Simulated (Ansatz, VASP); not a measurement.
**Y in VASP and in Ansatz**

```xyz
1
Lattice="0.0000 2.4850 2.4850 2.4850 0.0000 2.4850 2.4850 2.4850 0.0000" Properties=species:S:1:pos:R:3 pbc="T T T"
Y     0.0000    0.0000    0.0000
```

This isn't the form of Y at room conditions, which is hcp.

Alike in both runs: task relaxation of cell and atoms; functional r2SCAN; k mesh 14 × 14 × 14; occupations gaussian, width 0.1 eV; no spin polarisation.

|  | VASP | Ansatz |
| --- | --- | --- |
| version | VASP 6.6.1 | Ansatz 0.2.0 |
| potentials or method | VASP PAW PBE potentials, release 64 (Y_sv) | scalar-relativistic, plane waves, PAW |
| plane-wave cutoff (eV) | 600 | 500 |
| valence electrons in the cell | 11 | 11 |

VASP gave:

* gap on the k mesh at the Fermi level, each at its own relaxed structure (eV): none
* relaxed volume (Å³/atom): 33.25
* relaxed cell length with the largest relative difference (Å): 3.609
* energy change over the relaxation (meV/atom): -26

Question: Which values does Ansatz return?

Answer: gap on the k mesh at the Fermi level, each at its own relaxed structure (eV): none; relaxed volume (Å³/atom): 33.18; relaxed cell length with the largest relative difference (Å): 3.607; energy change over the relaxation (meV/atom): -25.

A gap of «none» marks a metal or a gap that the smearing closes.

Caveats: the PAW data sets were made with another functional, which shifts forces and pressure a little (VASP). Zero-point motion and thermal expansion aren't in these numbers.
